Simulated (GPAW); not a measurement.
# W (Fm-3m) in GPAW: a series of runs

The runs below take W through equation of state, with LDA, PBEsol, r2SCAN.

All numbers are computed with GPAW 26.7.0; they aren't measurements. Logs are shortened: lines on timing, memory, paths and dates and some standing lists are left out, and cuts for length are marked. The log counts tension as positive stress, the text compression.

### 1 The structure

Symmetry: Fm-3m, No. 225, cubic system. The conventional cell has a = 4.060 Å, b = 4.060 Å, c = 4.060 Å, α = 90.00°, β = 90.00°, γ = 90.00°. W (site symmetry m-3m) has 12 W at 2.87 Å as nearest neighbours.

This isn't the form of W at room conditions, which is bcc.

### 2 Equation of state, LDA

File run.py:

```python
from ase import Atoms
from ase.eos import EquationOfState
from ase.io import Trajectory
from ase.units import GPa
from gpaw import GPAW, PW

atoms = Atoms(['W'],
              cell=[[0.0, 2.03, 2.03],
                    [2.03, 0.0, 2.03],
                    [2.03, 2.03, 0.0]],
              scaled_positions=[[0.0, 0.0, 0.0]],
              pbc=True)

traj = Trajectory('eos.traj', 'w')
volumes, energies = [], []
for x in [0.94, 0.96, 0.98, 1.0, 1.02, 1.04, 1.06]:
    a = atoms.copy()
    a.set_cell(atoms.cell * x**(1 / 3), scale_atoms=True)
    calc = GPAW(mode=PW(600),
                xc='LDA',
                kpts={'size': (11, 11, 11), 'gamma': True},
                occupations={'name': 'fermi-dirac', 'width': 0.05},
                nbands=16,
                convergence={'density': 1e-05, 'energy': 1e-05},
                maxiter=150,
                txt=f'eos-{x:.2f}.txt')
    a.calc = calc
    energies.append(a.get_potential_energy(force_consistent=True))
    volumes.append(a.get_volume())
    p = -a.get_stress()[:3].mean() / GPa
    calc.write(f'eos-{x:.2f}.gpw')
    traj.write(a)
    print(f'{x:.2f} {volumes[-1]:10.4f} A^3 {energies[-1]:14.6f} eV {p:9.3f} GPa', flush=True)

v0, e0, B = EquationOfState(volumes, energies, eos='birchmurnaghan').fit()
print(f'V0 = {v0:.4f} A^3, E0 = {e0:.6f} eV, B0 = {B / GPa:.2f} GPa')
```

Potentials or basis: the program's PAW data sets (release 1.2.1) made for this functional, pw.

Command:

```bash
> OMP_NUM_THREADS=1 python run.py
```

What it wrote:

```text
__  _  _
 | _ |_)|_||  |
 |__||  | ||/\| - 26.7.0

Input parameters:
  mode=PW(ecut=600.0),
  convergence={'density': 1e-05, 'energy': 1e-05},
  kpts=MonkhorstPack(size=(11, 11, 11), gamma=True),
  maxiter=150,
  nbands=16,
  occupations=Occupations(name='fermi-dirac', width=0.05),
  xc=XC(name='LDA')

Diagonalizing LCAO Hamiltonian
Converting LCAO to pw mode

       W

Atoms  # Å, Bohr magnetons
|   | symbol |        x |        y |        z |    initial magnetic moments |
|---|--------|----------|----------|----------|-----------------------------|
| 0 |      W | 0.000000 | 0.000000 | 0.000000 | ( 0.0000,  0.0000,  0.0000) |

Unit cell  # Å
| periodic |        x |        y |        z |  lengths |    angles |
|----------|----------|----------|----------|----------|-----------|
|      yes | 0.000000 | 1.988560 | 1.988560 | 2.812248 | 60.000000 |
|      yes | 1.988560 | 0.000000 | 1.988560 | 2.812248 | 60.000000 |
|      yes | 1.988560 | 1.988560 | 0.000000 | 2.812248 | 60.000000 |

Number of symmetries: 48
Symmetry operations  # r_c * U_cc + t_c -> r_c
|    | kind |            matrix            |
|----|------|------------------------------|
|  0 |  σ   |  1, 0, 0,  1, 0,-1,  1,-1, 0 |
|  1 |  C2  |  1, 0, 0,  1,-1, 0,  1, 0,-1 |
|  2 |  E   |  1, 0, 0,  0, 1, 0,  0, 0, 1 |
|  3 |  σ   |  1, 0, 0,  0, 0, 1,  0, 1, 0 |
|  4 |  C4  |  1, 0,-1,  1, 0, 0,  1,-1, 0 |
|  5 |  S6  |  1, 0,-1,  1,-1, 0,  1, 0, 0 |
|  6 |  σ   |  1, 0,-1,  0, 1,-1,  0, 0,-1 |
|  7 |  C3  |  1, 0,-1,  0, 0,-1,  0, 1,-1 |
|  8 |  S6  |  1,-1, 0,  1, 0, 0,  1, 0,-1 |
|  9 |  C4  |  1,-1, 0,  1, 0,-1,  1, 0, 0 |
| 10 |  C3  |  1,-1, 0,  0,-1, 1,  0,-1, 0 |
| 11 |  σ   |  1,-1, 0,  0,-1, 0,  0,-1, 1 |
| 12 |  σ   |  0, 1, 0,  1, 0, 0,  0, 0, 1 |
| 13 |  C4  |  0, 1, 0,  0, 1,-1, -1, 1, 0 |
| 14 |  C3  |  0, 1, 0,  0, 0, 1,  1, 0, 0 |
| 15 |  S6  |  0, 1, 0, -1, 1, 0,  0, 1,-1 |
| 16 |  C2  |  0, 1,-1,  1, 0,-1,  0, 0,-1 |
| 17 |  σ   |  0, 1,-1,  0, 1, 0, -1, 1, 0 |
| 18 |  S4  |  0, 1,-1,  0, 0,-1,  1, 0,-1 |
| 19 |  C4  |  0, 1,-1, -1, 1, 0,  0, 1, 0 |
| 20 |  C3  |  0, 0, 1,  1, 0, 0,  0, 1, 0 |
| 21 |  σ   |  0, 0, 1,  0, 1, 0,  1, 0, 0 |
| 22 |  S6  |  0, 0, 1,  0,-1, 1, -1, 0, 1 |
| 23 |  C4  |  0, 0, 1, -1, 0, 1,  0,-1, 1 |
| 24 |  S4  |  0, 0,-1,  1, 0,-1,  0, 1,-1 |
| 25 |  C3  |  0, 0,-1,  0, 1,-1,  1, 0,-1 |
| 26 |  C2  |  0, 0,-1,  0,-1, 0, -1, 0, 0 |
| 27 |  S6  |  0, 0,-1, -1, 0, 0,  0,-1, 0 |
| 28 |  S4  |  0,-1, 1,  1,-1, 0,  0,-1, 0 |
| 29 |  C4  |  0,-1, 1,  0, 0, 1, -1, 0, 1 |
| 30 |  C2  |  0,-1, 1,  0,-1, 0,  1,-1, 0 |
| 31 |  σ   |  0,-1, 1, -1, 0, 1,  0, 0, 1 |
| 32 |  C3  |  0,-1, 0,  1,-1, 0,  0,-1, 1 |
| 33 |  S6  |  0,-1, 0,  0, 0,-1, -1, 0, 0 |
| 34 |  S4  |  0,-1, 0,  0,-1, 1,  1,-1, 0 |
| 35 |  C2  |  0,-1, 0, -1, 0, 0,  0, 0,-1 |
| 36 |  C2  | -1, 1, 0,  0, 1, 0,  0, 1,-1 |
| 37 |  S6  | -1, 1, 0,  0, 1,-1,  0, 1, 0 |
| 38 |  S4  | -1, 1, 0, -1, 0, 1, -1, 0, 0 |
| 39 |  C3  | -1, 1, 0, -1, 0, 0, -1, 0, 1 |
| 40 |  S6  | -1, 0, 1,  0, 0, 1,  0,-1, 1 |
| 41 |  C2  | -1, 0, 1,  0,-1, 1,  0, 0, 1 |
| 42 |  C3  | -1, 0, 1, -1, 1, 0, -1, 0, 0 |
| 43 |  S4  | -1, 0, 1, -1, 0, 0, -1, 1, 0 |
| 44 |  C2  | -1, 0, 0,  0, 0,-1,  0,-1, 0 |
| 45 |  i   | -1, 0, 0,  0,-1, 0,  0, 0,-1 |
| 46 |  σ   | -1, 0, 0, -1, 1, 0, -1, 0, 1 |
| 47 |  C2  | -1, 0, 0, -1, 0, 1, -1, 1, 0 |

BZ-sampling:
  Number of BZ points: 1331
  Number of IBZ points: 56

  Monkhorst-Pack size: [11, 11, 11]
  Monkhorst-Pack shift: [0, 0, 0]

K-points  # in reciprocal-cell coordinates
|     |                                coordinates |     weight |
|-----|--------------------------------------------|------------|
|   0 | (  0.00000000,   0.00000000,   0.00000000) | 0.00075131 |
|   1 | (  0.09090909,   0.09090909,   0.00000000) | 0.00450789 |
|   2 | (  0.09090909,   0.09090909,   0.09090909) | 0.00601052 |
|   3 | (  0.18181818,   0.09090909,   0.09090909) | 0.00901578 |
|   4 | (  0.18181818,   0.18181818,   0.00000000) | 0.00450789 |
|   5 | (  0.18181818,   0.18181818,   0.09090909) | 0.01803156 |
|   6 | (  0.18181818,   0.18181818,   0.18181818) | 0.00601052 |
|   7 | (  0.27272727,   0.18181818,   0.09090909) | 0.01803156 |
|   8 | (  0.27272727,   0.18181818,   0.18181818) | 0.01803156 |
|   9 | (  0.27272727,   0.27272727,   0.00000000) | 0.00450789 |
| ... |                                            |            |
|  55 | (  0.45454545,   0.45454545,   0.45454545) | 0.00601052 |

Plane wave coefficients: 534
Cutoff: 600.0 eV

Spin-components: 1 (collinear spins)
Bands:           16
Projectors:      6
Spin-degeneracy: 2
Datatype:        complex128

Parallelization:
  kpt:    1
  domain: 1
  band:   1

Density:
  Valence electrons: 14.0
  Components: 1
  Grid points: [16 16 16]
  Charge: 0.0  # |e|

Potential:
  Grid points: [16 16 16]

species:
  W:
    name:    Tungsten
    Z:       74.0
    valence: 14
    core:    60
    charge:  0.0  # [|e|]
    compensation charges:
      type: gauss
      rc: 0.40  # [Å]
      lmax: 2
    cutoffs:
      filter: 2.36  # [Å]
      core: 3.02  # [Å]
    projectors
    | kind |    occ | energy [eV] | rcut [Å] |
    |------|--------|-------------|----------|
    |   5s |  2.000 |     -79.053 |    1.344 |
    |   6s |  2.000 |      -5.886 |    1.344 |
    |   5p |  6.000 |     -43.417 |    1.355 |
    |   6p |  0.000 |      -1.469 |    1.355 |
    |   5d |  4.000 |      -4.693 |    1.228 |
    |    d |        |      22.518 |    1.228 |

    Using partial waves for W as LCAO basis

Reference energy: -438516.106214  # eV

eigensolver:
  PPCG
  Converge bands: occupied
  niter=2

density mixing:
  MSR1-Mixer
  Pratt-step length: 0.05
  Maximum mixing coefficient: 0.75
  Old densities: 10
  SVD Regularization: 0.005
  Good broyden scale: 1.0
  Trust region scale: 1.0
  Backstep threshold: 4.0
  History deletion threshold: 6.0
  Fourier metric: weight=20.0, sigma=0.015

occupation numbers:
  Fermi-Dirac:
    width: 0.0500  # eV

poisson solver:
  ecut: 4800.0  # eV

xc functional:
  name: None

convergence criteria:
- Maximum integral of absolute [dens]ity change: 1e-05 electrons / valence electron
- Maximum [total energy] change in last 3 cyles: 1e-05 eV / valence electron
- Maximum integral of absolute [eigenst]ate change: 4e-08 eV^2 / valence electron
maximum number of iterations: 150

SCF iterations
|iter     | |      energy | eigst |  dens |
|---------|-|-------------|-------|-------|
|iter:   1| |  -12.564482 | -0.09 |       |
|iter:   2| |  -12.526291 | -3.26 | -1.27 |
|iter:   3| |  -12.324301 | -2.24 | -1.30 |
|iter:   4| |  -12.323316 | -3.87 | -2.00 |
|iter:   5| |  -12.323644 | -4.85 | -2.39 |
|iter:   6| |  -12.323646 | -6.92 | -3.70 |
|iter:   7| |  -12.323646c| -8.21c| -4.07 |
|iter:   8| |  -12.323646c| -8.92c| -5.44c|

Converged in 8 steps
Energy contributions relative to reference atoms: (reference = -438516.106214)

Energy contributions:
  Kinetic:           8.126830
  Coulomb:          -9.091568
  Zero:             -0.066165
  External:          0.000000
  Xc:              -11.288509
  Entropy:          -0.008469
  Spinorbit:         0.000000
  ----------------------------
  Free energy:     -12.327881
  Extrapolated:    -12.323646

dipole moment: (-14.874773, -14.874773, -14.874773)  # |e|*Ang

Fermi level: 13.875
Eigenvalues  # (at kpt = [0.000, 0.000, 0.000])
| band index |      eig [eV] | occ [0-2] |
|------------|---------------|-----------|
|          0 |       -59.442 |     2.000 |
|          1 |       -23.261 |     2.000 |
|          2 |       -23.261 |     2.000 |
|          3 |       -23.261 |     2.000 |
|          4 |         4.811 |     2.000 |
|          5 |        13.290 |     2.000 |
|          6 |        13.290 |     2.000 |
|          7 |        13.290 |     2.000 |
|          8 |        16.559 |     0.000 |
|          9 |        16.559 |     0.000 |
|         10 |        27.084 |     0.000 |
|         11 |        32.565 |     0.000 |
|         12 |        32.565 |     0.000 |
|         13 |        32.565 |     0.000 |
|         14 |        36.856 |     0.000 |
|         15 |        49.027 |     0.000 |

No gap
No difference between direct/indirect transitions

Stress tensor  # eV/Ang^3
|         x |         y |         z |
|-----------|-----------|-----------|
|  0.007673 | -0.000000 |  0.000000 |
| -0.000000 |  0.007673 | -0.000000 |
|  0.000000 | -0.000000 |  0.007673 |

# Writing to eos-0.94.gpw (mode='')
```

Wall time 69 s (1 thread of Arm Neoverse V2, shared host); peak memory 0.19 GiB.

Results:

```
Equilibrium volume : 15.67 Å³/atom (rough: see the caveat)
Bulk modulus       : 326 GPa (rough)
```

Energy against volume, from the lowest point:
```csv
volume (Å³/atom),energy (meV/atom)
15.727,0.00
16.062,9.27
16.396,31.23
16.731,64.56
17.065,108.05
17.400,160.59
17.735,221.18
```

Caveat: the minimum lies outside the volumes run. Spin-orbit coupling is left out, which matters for the levels of W.

### 3 Equation of state, PBEsol

run.py: that of step 2 with these lines changed.

```diff
@@ -4,3 +4,5 @@
 from ase.units import GPa
-from gpaw import GPAW, PW
+from gpaw import GPAW, PW, setup_paths
+
+setup_paths.insert(0, '.')
 
@@ -19,3 +21,3 @@
     calc = GPAW(mode=PW(600),
-                xc='LDA',
+                xc='PBEsol',
                 kpts={'size': (11, 11, 11), 'gamma': True},
```

Potentials or basis: PAW data sets generated in the run's folder for this functional, pw.

Command:

```bash
> gpaw-setup -f PBEsol W
> OMP_NUM_THREADS=1 python run.py
```

It took 70 s on 1 thread of Arm Neoverse V2, shared host; peak memory 0.19 GiB.

Results (log left out):

| Property | Result |
| --- | --- |
| Equilibrium volume | 15.98 Å³/atom |
| Bulk modulus | 314 GPa |
| Pressure derivative of the bulk modulus | 4.5 |

Energy against volume, from the lowest point:
```tsv
volume (Å³/atom)	energy (meV/atom)
15.727	3.62
16.062	0.00
16.396	9.74
16.731	31.41
17.065	63.77
17.400	105.62
17.735	155.92
```

### 4 Equation of state, r2SCAN

run.py: that of step 3 with these lines changed.

```diff
@@ -4,5 +4,3 @@
 from ase.units import GPa
-from gpaw import GPAW, PW, setup_paths
-
-setup_paths.insert(0, '.')
+from gpaw import GPAW, PW
 
@@ -21,3 +19,3 @@
     calc = GPAW(mode=PW(600),
-                xc='PBEsol',
+                xc='MGGA_X_R2SCAN+MGGA_C_R2SCAN',
                 kpts={'size': (11, 11, 11), 'gamma': True},
```

Potentials or basis: GPAW PAW data sets (gpaw-data 1.2.1), pw.

Command:

```bash
> OMP_NUM_THREADS=1 python run.py
```

Run time: 3.8 min. Hardware: 1 thread of Arm Neoverse V2, shared host; peak memory 0.85 GiB.

Results (log left out):

```yaml
Equilibrium_volume: "16.25 Å³/atom (rough: see the caveat)"
Bulk_modulus: 297 GPa (rough)
```

Energy against volume, from the lowest point:
```tsv
volume (Å³/atom)	energy (meV/atom)
15.727	15.32
16.062	0.91
16.396	0.00
16.731	11.40
17.065	33.70
17.400	65.82
17.735	106.84
```

Caveat: the points scatter about the fit; the PAW data sets were made with another functional, which shifts forces and pressure a little.
